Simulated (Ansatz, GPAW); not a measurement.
# One calculation of SrO, 3 ways

```
CELL_PARAMETERS angstrom
0.00000 2.56630 2.56630
2.56630 0.00000 2.56630
2.56630 2.56630 0.00000
ATOMIC_POSITIONS crystal
Sr 0.50000 0.50000 0.50000
O 0.00000 0.00000 0.00000
```

Alike in all runs: task single point; functional PBE; k mesh 9 × 9 × 9; occupations gaussian, width 0.03 eV; no spin polarisation; no spin-orbit coupling. Pressure is positive in compression and, in plane waves, holds the error of the finite cutoff, which Ansatz's Pulay term estimates and takes out.

```csv
program and potentials,plane-wave cutoff (eV),notes,pressure (GPa)
"Ansatz, Ansatz PAW",420,Pulay term of +0.37 GPa included,3.32
"Ansatz, all-electron LAPW, scalar-relativistic",-,-,3.33
"GPAW, GPAW PAW data sets (gpaw-data 1.2.1)",800,-,3.83
```

The pressure spans 3.32 (Ansatz, Ansatz PAW) to 3.83 GPa (GPAW, GPAW PAW data sets (gpaw-data 1.2.1)), with all-electron results at 3.33.

The functional is the same throughout but for its coding, so the spread measures potentials, basis and numerics; runs on potential files found faulty are left out.
